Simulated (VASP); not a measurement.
Runs of VASP 6.6.1 on GaAs. It takes space group F-43m (No. 216, cubic). Conventional cell: a = 5.654 Å, b = 5.654 Å, c = 5.654 Å, α = 90.00°, β = 90.00°, γ = 90.00°. As (site symmetry -43m) is surrounded by 4 Ga at 2.45 Å. Ga (site symmetry -43m) is surrounded by 4 As at 2.45 Å. 

```csv
task,level,spin,cell,k mesh,cutoff (eV),grid for exact exchange (PRECFOCK),exchange at q = 0,mesh quality,gap on the mesh (eV),pressure (GPa)
band structure,r2SCAN,off,as given,8 × 8 × 8,520,-,-,not flagged,1.00,0.6
band structure,r2SCAN,"SOC, no magnetisation",as given,6 × 6 × 6,520,-,-,not flagged,-,0.6
relaxation of cell and atoms,PBE0,off,relaxed,4 × 4 × 4,600,Fast,default,coarse,(a),0.1
band structure,SCAN,off,as given,8 × 8 × 8,520,-,-,not flagged,(b),0.4
single point,PBE0,"SOC, no magnetisation",as given,4 × 4 × 4,520,Fast,default,coarse,-,1.0
```

Alike in all rows: potentials or basis VASP PAW PBE potentials, release 64 (As, Ga_d); smearing fermi-dirac 0.05 eV.

Estimate the missing entries.

(a) 2.07; (b) 0.72.

Caveats: some runs use coarse meshes; the PAW data sets were made with another functional, which shifts forces and pressure a little.

A k mesh can miss the band edges, and rows without SOC leave out spin-orbit coupling on As, Ga.

Runs at the PBE level aren't shown here.
